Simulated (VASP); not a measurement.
A run of VASP 6.6.1 is set up as follows.

The input INCAR:

```
SYSTEM = PbO2
  PREC = Accurate
  ENCUT = 520
  EDIFF = 1E-7
  ISMEAR = -1
  SIGMA = 0.05
  LREAL = .FALSE.
  LASPH = .TRUE.
  NELM = 60
  ALGO = Normal
  ISIF = 2
  LWAVE = .FALSE.
  LCHARG = .TRUE.
  GGA = PS
  LELF = .TRUE.
  LVHAR = .TRUE.
  NBANDS = 20
```

File KPOINTS:

```
Automatic mesh
0
G
  9 9 9
  0 0 0
```

The input POSCAR:

```
PbO2
1.0
    0.0000000000      2.7019920000      2.7019920000
    2.7019920000      0.0000000000      2.7019920000
    2.7019920000      2.7019920000      0.0000000000
Pb O
1 2
Direct
    0.0000000000      0.0000000000      0.0000000000
    0.7500000000      0.7500000000      0.7500000000
    0.2500000000      0.2500000000      0.2500000000
```

Potentials or basis: VASP PAW PBE potentials, release 64 (Pb_d, O).

Launch:

```sh
$ cat potpaw_PBE.64/Pb_d/POTCAR potpaw_PBE.64/O/POTCAR > POTCAR
$ mpirun -np 1 vasp_std > vasp.out
```

Task: What does it give for the band gap on the k mesh?

Result: None (metal or under the smearing width).

Task: Estimate the pressure.

Result: -5.5 GPa.

Caveat: the PAW data sets were made with another functional, which shifts forces and pressure a little. Spin-orbit coupling is left out, which matters for the levels of Pb.
